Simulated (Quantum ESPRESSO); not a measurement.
CoO under changes of volume

One of the cells (9.578 Å³/atom); the others are scaled copies at fixed shape and fractional positions:

```
Co O
1.0
     1.50547    0.86918    2.43993
    -1.50547    0.86918    2.43993
     0.00000   -1.73837    2.43993
Co O
1 1
Direct
  0.00000 0.00000 0.00000
  0.50000 0.50000 0.50000
```

The cell is a database's computed one.

- Program: Quantum ESPRESSO 7.5
- Functional: LDA
- Potentials or basis: GBRV 1.5 LDA
- Cutoff: 762 eV
- Density cutoff: 6095 eV
- k mesh: 11 × 11 × 11
- Occupations: fermi-dirac, width 0.05 eV
- Spin: collinear spin, ferromagnetic start
- Starting moments: [2.0, 0.0] μB

```csv
volume (Å³/atom),energy over the lowest point (meV/atom),pressure (GPa),moment (μB per cell)
9.003,0.00,-7.7,2.74
9.195,?,?,?
9.387,25.45,-14.2,2.88
9.578,43.82,-17.0,2.94
9.770,65.41,-19.7,2.97
9.961,90.25,-22.2,2.99
10.153,118.15,-24.7,3.00
```

Task: What does the run at 9.195 Å³/atom give?

Result: Energy over the lowest point 10.57 meV/atom; pressure -11.0 GPa; moment 2.82 μB per cell.

Worked out: A Birch-Murnaghan fit of order 3 (a polynomial in V^(-2/3)) to the other rows has no minimum within the range. It gives 10.80 meV/atom at 9.195 Å³/atom, against the run's 10.57, and -dE/dV = -10.7 GPa, against -11.0. A parabola through the other rows of the moment, of slope 0.377 μB per Å³/atom there, gives 2.82 μB, against the run's 2.82.

Energies are extrapolated to zero smearing.

Caveats: a cell with one magnetic atom can't hold antiferromagnetic order, which such compounds often take.
